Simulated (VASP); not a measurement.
# H2 in VASP: relaxation of the atoms with PBE

Aim: the relaxation of the atoms of H2 with PBE.

All numbers are computed with VASP 6.6.1; they aren't measurements. Logs are shortened: lines on timing, memory, paths and dates and some standing lists are left out, and cuts for length are marked.

## (1) The crystal as given

The cell holds a molecule_in_box, 2 atoms: a = 14.000 Å, b = 14.500 Å, c = 15.000 Å, α = 90.00°, β = 90.00°, γ = 90.00°.

## (2) Relaxation of the atoms, PBE

INCAR

```
SYSTEM = H
PREC = Accurate ; ENCUT = 450
EDIFF = 1E-6 ; ISMEAR = 0
SIGMA = 0.005 ; LREAL = .False.
LASPH = .True. ; NELM = 200
ALGO = Normal ; ISIF = 2
LWAVE = .False. ; LCHARG = .False.
GGA = PE ; IBRION = 2
NSW = 80 ; EDIFFG = -0.01
ISYM = 0
```

KPOINTS

```
Automatic mesh
0
Gamma
  1 1 1
  0 0 0
```

POSCAR

```
H
1.0
   14.0000000000      0.0000000000      0.0000000000
    0.0000000000     14.5000000000      0.0000000000
    0.0000000000      0.0000000000     15.0000000000
H
2
Direct
    0.4751409400      0.4989812700      0.5011822400
    0.5248590600      0.5010187300      0.4988177600
```

Potentials or basis: VASP PAW PBE potentials, release 64 (H).

Launch:

```sh
cat potpaw_PBE.64/H/POTCAR > POTCAR
mpirun -np 2 vasp_gam > vasp.out
```

OUTCAR:

```text
SYSTEM = H
   PREC = Accurate
   ENCUT = 450
   EDIFF = 1E-6
   ISMEAR = 0
   LREAL = .False.
   LASPH = .True.
   NELM = 200
   ISIF = 2
   GGA = PE
   IBRION = 2
   NSW = 80
   EDIFFG = -0.01
   ISYM = 0

 ion  position               nearest neighbor table
   1  0.475  0.499  0.501-   2 0.70
   2  0.525  0.501  0.499-   1 0.70

IMPORTANT INFORMATION: All symmetrisations will be switched off!
NOSYMM: (Re-)initialisation of all symmetry stuff for point group C_1.

----------------------------------------------------------------------------------------

                                     Primitive cell

  volume of cell :    3045.0000

  direct lattice vectors                    reciprocal lattice vectors
    14.000000000  0.000000000  0.000000000     0.071428571  0.000000000  0.000000000
     0.000000000 14.500000000  0.000000000     0.000000000  0.068965517  0.000000000
     0.000000000  0.000000000 15.000000000     0.000000000  0.000000000  0.066666667

  length of vectors
    14.000000000 14.500000000 15.000000000     0.071428571  0.068965517  0.066666667

  position of ions in fractional coordinates (direct lattice)
     0.475140940  0.498981270  0.501182240
     0.524859060  0.501018730  0.498817760

  ion indices of the primitive-cell ions
   primitive index   ion index
                 1           1
                 2           2

----------------------------------------------------------------------------------------

 KPOINTS: Automatic mesh

Automatic generation of k-mesh.
 Grid dimensions read from file:
 generate k-points for:    1    1    1

 Generating k-lattice:

  Cartesian coordinates                     Fractional coordinates (reciprocal lattice)
     0.071428571  0.000000000  0.000000000     1.000000000  0.000000000  0.000000000
     0.000000000  0.068965517  0.000000000     0.000000000  1.000000000  0.000000000
     0.000000000  0.000000000  0.066666667     0.000000000  0.000000000  1.000000000

  Length of vectors
     0.071428571  0.068965517  0.066666667

  Shift w.r.t. Gamma in fractional coordinates (k-lattice)
     0.000000000  0.000000000  0.000000000

 Subroutine IBZKPT returns following result:
 ===========================================

 Found      1 irreducible k-points:

 Following reciprocal coordinates:
            Coordinates               Weight
  0.000000  0.000000  0.000000      1.000000
   k-points           NKPTS =      1   k-points in BZ     NKDIM =      1   number of bands    NBANDS=      6
[... 38 lines left out ...]
  volume/ion in A,a.u.               =    1522.50     10274.34
  Fermi-wavevector in a.u.,A,eV,Ry     =   0.142306  0.268919  0.275531  0.020251
  Thomas-Fermi vector in A             =   0.804387
   LORBIT       =      0    0 simple, 1 ext, 2 COOP (PROOUT), +10 PAW based schemes
   GGA     = PE    functional components
   LHFCALC =     F    Hartree Fock is set to
   AEXX    =    0.0000 exact exchange contribution
   IVDW    =     0    specifies the selected vdW correction
   LEPSILON=     F    determine dielectric tensor
   LRPA    =     F    only Hartree local field effects (RPA)
 conjugate gradient relaxation of ions
 non-spin polarized calculation
 Gauss-broadening in eV      SIGMA  =   0.01
  energy-cutoff  :      450.00
  volume of cell :     3045.00
 maximum number of plane-waves:     33027
 NGX is ok and might be reduce to    98
   NGX = 49   NGY = 51   NGZ = 51

--------------------------------------- Ionic step        1  -------------------------------------------

 number of electron       2.0000002 magnetization

 Free energy of the ion-electron system (eV)
  ---------------------------------------------------
  ext. energy  EPLUGINS =         0.00000000
  ---------------------------------------------------
  free energy    TOTEN  =        -6.71416942 eV

  energy without entropy =       -6.71416942  energy(sigma->0) =       -6.71416942

------------------------ aborting loop because EDIFF is reached ----------------------------------------

  FORCE on cell =-STRESS in cart. coord.  units (eV):
  Direction    XX          YY          ZZ          XY          YZ          ZX
  --------------------------------------------------------------------------------------
  -------------------------------------------------------------------------------------
  Total        1.4089072     -0.0681790     -0.0670422      0.0627804     -0.0031785     -0.0754431
  in kB        0.7413199     -0.0358735     -0.0352754      0.0330330     -0.0016724     -0.0396957
  external PRESSURE =       0.2233903 kB  Pullay stress =       0.0000000 kB
[... 23 lines left out ...]
--------------------------------------- Ionic step        2  -------------------------------------------

 number of electron       1.9999999 magnetization

 E-fermi :  -9.6360     XC(G=0):  -0.1594

 val. band max:       -9.6590007430   @ k =   0.0000   0.0000   0.0000
 cond. band min:      -0.3032751163   @ k =   0.0000   0.0000   0.0000
 fundamental gap:      9.3557256267
 Fermi energy:        -9.6360430510

 k-point     1 :       0.0000    0.0000    0.0000
  band No.  band energies     occupation
      1      -9.6590      2.00000
      2      -0.3033      0.00000
      3      -0.0973      0.00000
      4       0.4664      0.00000
      5       0.5002      0.00000
      6       0.5444      0.00000
[... 63 lines left out ...]
  FREE ENERGIE OF THE ION-ELECTRON SYSTEM (eV)
  ---------------------------------------------------
  free  energy   TOTEN  =        -6.7676247551 eV

  energy  without entropy=       -6.7676247551  energy(sigma->0) =       -6.76762476

[... ionic steps 4 to 13 ...]

--------------------------------------- Ionic step       14  -------------------------------------------

 number of electron       2.0000000 magnetization

------------------------ aborting loop because EDIFF is reached ----------------------------------------
[... 67 lines left out ...]
--------------------------------------- Ionic step       16  -------------------------------------------

 number of electron       2.0000000 magnetization

 Free energy of the ion-electron system (eV)
  ---------------------------------------------------
  ext. energy  EPLUGINS =         0.00000000
  ---------------------------------------------------
  free energy    TOTEN  =        -6.76770491 eV

  energy without entropy =       -6.76770491  energy(sigma->0) =       -6.76770491

 E-fermi : -10.3001     XC(G=0):  -0.1319

 val. band max:      -10.3245785742   @ k =   0.0000   0.0000   0.0000
 cond. band min:      -0.0754132059   @ k =   0.0000   0.0000   0.0000
 fundamental gap:     10.2491653683
 Fermi energy:       -10.3001178510

 k-point     1 :       0.0000    0.0000    0.0000
  band No.  band energies     occupation
      1     -10.3246      2.00000
      2      -0.0754      0.00000
      3       0.2324      0.00000
      4       0.5132      0.00000
      5       0.5448      0.00000
      6       0.5469      0.00000
[... 27 lines left out ...]
  FREE ENERGIE OF THE ION-ELECTRON SYSTEM (eV)
  ---------------------------------------------------
  free  energy   TOTEN  =        -6.7677049063 eV

  energy  without entropy=       -6.7677049063  energy(sigma->0) =       -6.76770491

 reached required accuracy - stopping structural energy minimisation
```

CONTCAR:

```text
H
   1.00000000000000
    14.0000000000000000    0.0000000000000000    0.0000000000000000
     0.0000000000000000   14.5000000000000000    0.0000000000000000
     0.0000000000000000    0.0000000000000000   15.0000000000000000
  H
     2
Direct
     0.4732699615655011    0.4989052360140128    0.5012723425096915
     0.5267300384344988    0.5010947639859873    0.4987276574903086

  0.00000000E+00  0.00000000E+00  0.00000000E+00
  0.00000000E+00  0.00000000E+00  0.00000000E+00
```

Wall time 3 min (2 MPI ranks of Intel Xeon 6975P-C (Granite Rapids), shared host); peak memory 1 GiB.

Results:

| Quantity | Value |
| --- | --- |
| Free energy | -6.7677 eV |
| Energy gained by relaxing | 26.8 meV/atom |
| Ionic steps | 16 |
| Largest force after relaxing | 0.007 eV/Å |
| Gap between the frontier levels | 10.25 eV |

Forces on the atoms (eV/Å):
```
H   -0.007  0.000  0.000
H    0.007  0.000  0.000
```

Step by step:
| step | energy change (eV) | largest force (eV/Å) | pressure (GPa) |
| --- | --- | --- | --- |
| 1 | 0.0000 | 2.1559 | 0.02 |
| 2 | 0.2504 | 3.3623 | -0.06 |
| 3 | -0.0535 | 0.0739 | 0.00 |
| 4 | -0.0535 | 0.0120 | 0.00 |
| 5 | -0.0535 | 0.0244 | 0.00 |
| 6 | -0.0535 | 0.0235 | 0.00 |
| 7 | -0.0535 | 0.0213 | 0.00 |
| 8 | -0.0535 | 0.0212 | 0.00 |
| 9 | -0.0535 | 0.0211 | 0.00 |
| 10 | -0.0535 | 0.0210 | 0.00 |
| 11 | -0.0535 | 0.0208 | 0.00 |
| 12 | -0.0535 | 0.0203 | 0.00 |
| 13 | -0.0535 | 0.0195 | 0.00 |
| 14 | -0.0535 | 0.0177 | 0.00 |
| 15 | -0.0535 | 0.0143 | 0.00 |
| 16 | -0.0535 | 0.0073 | 0.00 |

Final structure:
```
H
1.0
    14.00000    0.00000    0.00000
     0.00000   14.50000    0.00000
     0.00000    0.00000   15.00000
H
2
Direct
  0.47327 0.49891 0.50127
  0.52673 0.50109 0.49873
```

PBE gaps usually lie below the measured ones, often by a third to a half.
